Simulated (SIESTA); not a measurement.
Crystal: MgS (Niningerite).

```xyz
2
Lattice="0.0291 2.6488 2.5889 2.5935 -0.0024 2.6203 2.5639 2.6506 0.0273" Properties=species:S:1:pos:R:3 pbc="T T T"
S     2.5932    2.6486    2.6183
Mg    0.0000    0.0000    0.0000
```

The cell isn't the ideal one: cell strained at random at fixed volume.

| Property | Result |
| --- | --- |
| Program | SIESTA 5.4.2 |
| Task | relaxation of cell and atoms |
| Functional | vdW-DF |
| Potentials or basis | PseudoDojo 0.4 stringent (PBE files) |
| Basis | DZP (energy shift 0.002 Ry) |
| Grid cutoff | 800 Ry |
| Energy shift | 0.002 Ry |
| k mesh | 9 × 9 × 9 |
| Occupations | fermi-dirac, width 0.05 eV |
| Spin | no spin polarisation |

At the start: pressure 6.0 GPa; volume 17.61 Å³/atom.

Q: Where does the relaxation end?

A: Over 7 steps the energy falls by 30.4 meV/atom and the volume is 18.97 Å³/atom (+7.8 %); space group Fm-3m (No. 225, to 0.05 Å).

The path:
```
step  energy change (eV)  largest force (eV/Å)  pressure (GPa)  volume (Å³)
   1              0.0000                0.0000            6.04        35.22
   2             -0.0388                0.0000            3.23        36.37
   3             -0.0590                0.0000            0.07        37.94
   4             -0.0480                0.0000           -2.48        39.55
   5             -0.0592                0.0000           -0.23        38.11
   6             -0.0563                0.0000            0.62        37.66
   7             -0.0608                0.0000            0.03        37.95
```

Final structure:
```cif
data_structure
_symmetry_space_group_name_H-M 'P 1'
_symmetry_Int_Tables_number 1
_cell_length_a 3.7721
_cell_length_b 3.7725
_cell_length_c 3.7721
_cell_angle_alpha 60.009
_cell_angle_beta 59.962
_cell_angle_gamma 60.005
_cell_volume 37.95
loop_
_atom_site_label
_atom_site_type_symbol
_atom_site_fract_x
_atom_site_fract_y
_atom_site_fract_z
_atom_site_occupancy
S1 S 0.50000 0.50000 0.50000 1
Mg1 Mg 0.00000 0.00000 0.00000 1
```

Caveat: semicore shells carry a single zeta, which can move pressures by several GPa and volumes by a few percent; the potentials were made for another functional, which shifts forces and pressure; the basis of atomic orbitals isn't converged, which shifts pressures, moduli and gaps.
